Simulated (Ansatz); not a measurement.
Runs of Ansatz 0.2.0 on B. Symmetry: Pm-3m, No. 221, cubic system. Conventional cell: a = 1.885 Å, b = 1.885 Å, c = 1.885 Å, α = 90.00°, β = 90.00°, γ = 90.00°. B (site symmetry m-3m) is surrounded by 6 B at 1.89 Å. The cell was built by a generator and needn't be a form met in nature.

```csv
task,level,cell,smearing,gap on the mesh (eV),pressure (GPa),relaxed volume (Å³/atom)
relaxation of cell and atoms,PBEsol,relaxed,fermi-dirac 0.05 eV,none,0.0,6.63
single point,PBE,as given,gaussian 0.011 eV,none,(a),-
relaxation of cell and atoms,PBEsol+D3(BJ),relaxed,fermi-dirac 0.05 eV,none,0.0,6.52
relaxation of cell and atoms,PBEsol+D4,relaxed,fermi-dirac 0.05 eV,none,0.0,6.55
```

Alike in all rows: potentials or basis Ansatz PAW; no spin polarisation; k mesh 14 × 14 × 14; cutoff (eV) 420.

Q: Fill in the values left out.

A: (a) 0.3.

Caveats: the plane-wave basis is chosen anew once the cell has moved, so the energies of steps on either side of that aren't comparable (some runs); the PAW data sets come from PBE, with cores solved anew for the run's functional, which leaves a small shift of forces and pressure (some runs); pairwise dispersion overbinds metals, which lowers pressure and volume (some runs).

A gap of «none» marks a metal or a gap under the smearing width.
